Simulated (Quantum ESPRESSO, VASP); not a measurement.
This is a calculation of BN for VASP 6.6.1. 

Contents of INCAR:

```
SYSTEM = BN
ALGO = Normal ; EDIFF = 1E-7
ENCUT = 520 ; GGA = PE
ISIF = 2 ; ISMEAR = -1
LASPH = .True. ; LCHARG = .False.
LREAL = .False. ; LWAVE = .False.
NBANDS = 16 ; NELM = 80
PREC = Accurate ; SIGMA = 0.05
```

File KPOINTS:

```
k-points
0
Gamma
  12 12 4
  0 0 0
```

The input POSCAR:

```
BN
1.0
    2.4982400000      0.0000000000      0.0000000000
   -1.2491200000      2.1635393048      0.0000000000
    0.0000000000      0.0000000000      6.6357000000
N B
2 2
Direct
    0.6666666667      0.3333333333      0.2500000000
    0.3333333333      0.6666666667      0.7500000000
    0.6666666667      0.3333333333      0.7500000000
    0.3333333333      0.6666666667      0.2500000000
```

Potentials or basis: VASP PAW PBE potentials, release 64 (N, B).

The run is started by

```console
$ cat potpaw_PBE.64/N/POTCAR potpaw_PBE.64/B/POTCAR > POTCAR
$ mpirun -np 1 vasp_std > vasp.out
```

Task: What does the same run look like in Quantum ESPRESSO 7.5? Potentials or basis there: SSSP 1.3 efficiency PBE, cutoff 816 eV.

Result: As run (cutoffs and basis follow the program's own potentials, and thresholds, step limits or extra output files can differ):

File pw.in:

```
&CONTROL
  calculation = 'scf'
  prefix = 'pwscf'
  outdir = './tmp'
  pseudo_dir = './pseudo'
  tprnfor = .true.
  tstress = .true.
  disk_io = 'nowf'
/
&SYSTEM
  ibrav = 0
  nat = 4
  ntyp = 2
  ecutwfc = 60
  ecutrho = 480
  nbnd = 14
  occupations = 'smearing'
  smearing = 'fd'
  degauss = 0.00367493
/
&ELECTRONS
  conv_thr = 8d-10
  electron_maxstep = 120
  mixing_beta = 0.5
/
ATOMIC_SPECIES
N     14.0070 N.pbe-n-radius_5.UPF
B     10.8100 b_pbe_v1.4.uspp.F.UPF
CELL_PARAMETERS angstrom
   2.4982400000    0.0000000000    0.0000000000
  -1.2491200000    2.1635393048    0.0000000000
   0.0000000000    0.0000000000    6.6357000000
ATOMIC_POSITIONS crystal
N      0.6666666667    0.3333333333    0.2500000000
N      0.3333333333    0.6666666667    0.7500000000
B      0.6666666667    0.3333333333    0.7500000000
B      0.3333333333    0.6666666667    0.2500000000
K_POINTS automatic
12 12 4 0 0 0
```

Potentials or basis: SSSP 1.3 efficiency PBE.

Command:

```console
$ OMP_NUM_THREADS=1 pw.x -in pw.in > pw.out
```

Both were run:

|  | VASP | Quantum ESPRESSO |
| --- | --- | --- |
| Pressure | 5.1 GPa | 4.0 GPa |

Pressure is positive in compression.
